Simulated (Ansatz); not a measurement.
The system is Zr.

```
Zr
1.0
     3.23200    0.00000    0.00000
    -1.61600    2.79899    0.00000
     0.00000    0.00000    5.14700
Zr
2
Direct
  0.66667 0.33333 0.75000
  0.33333 0.66667 0.25000
```

Base run:

- Program: Ansatz 0.2.0
- Functional: PBE
- Potentials or basis: all-electron LAPW, scalar-relativistic
- Cutoff: 174 eV (chosen from the basis error)
- Basis error allowed: 0.001 eV/atom
- k mesh: 9 × 9 × 5
- Occupations: fermi-dirac, width 0.05 eV
- Spin: no spin polarisation

Its results: pressure 0.5 GPa.

Question: The run is repeated on the same cell with these changes: functional from PBE to LDA. What comes out?

Answer: Pressure -6.1 GPa.

LDA binds more tightly than PBE, so the same cell stands under less pressure.
